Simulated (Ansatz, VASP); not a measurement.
**One calculation of AlNi, two programs**

Contents of INCAR:

```
PREC = Accurate ; ENCUT = 520
EDIFF = 1E-7 ; ISMEAR = 0
SIGMA = 0.1 ; LREAL = False
LASPH = True ; NELM = 100
ALGO = Fast ; ISIF = 2
LWAVE = False ; LCHARG = False
GGA = PS ; NBANDS = 14
```

File KPOINTS:

```
Automatic mesh
0
Gamma
  14 14 14
```

File POSCAR:

```
AlNi
1.0
    2.8905056675      0.0000000000      0.0000000000
    0.0000000000      2.8905056675      0.0000000000
    0.0000000000      0.0000000000      2.8905056675
Al Ni
1 1
Direct
    0.0000000000      0.0000000000      0.0000000000
    0.5000000000      0.5000000000      0.5000000000
```

Input for Ansatz:

```yaml
crystal:
  lattice:
    - [2.8905056675, 0.0, 0.0]
    - [0.0, 2.8905056675, 0.0]
    - [0.0, 0.0, 2.8905056675]
  atoms:
    - { symbol: Al, position: [0.0, 0.0, 0.0] }
    - { symbol: Ni, position: [0.5, 0.5, 0.5] }
basis:
  ecutwfc: 420
kpoints:
  mp_grid: { grid: [14, 14, 14] }
hamiltonian:
  xc: pbesol
scf:
  occupations: { method: gaussian, width: 0.1 }
output:
  forces: true
  stress: true
  eigenvalues: true
```

Alike in both runs: task single point; functional PBEsol; k mesh 14 × 14 × 14; occupations gaussian, width 0.1 eV; no spin polarisation.

|  | VASP | Ansatz |
| --- | --- | --- |
| version | VASP 6.6.1 | Ansatz 0.2.0 |
| potentials or method | VASP PAW PBE potentials, release 64 (Al, Ni) | scalar-relativistic, plane waves, PAW |
| plane-wave cutoff (eV) | 520 | 420 |
| valence electrons in the cell | 13 | 21 |

```csv
,VASP,Ansatz,Ansatz less VASP
gap on the k mesh at the Fermi level (eV),none,none,-
pressure (GPa),-4.6,-4.8,-0.14
```

A gap of «none» marks a metal or a gap that the smearing closes. The functional is the same, so the differences come from potentials, cutoffs and numerics. The two sets of potentials don't hold the same shells in valence.

Caveats: the PAW data sets were made with another functional, which shifts forces and pressure a little (VASP). Spin polarisation is off, so any magnetic state and its effect on volume and gap are missing.
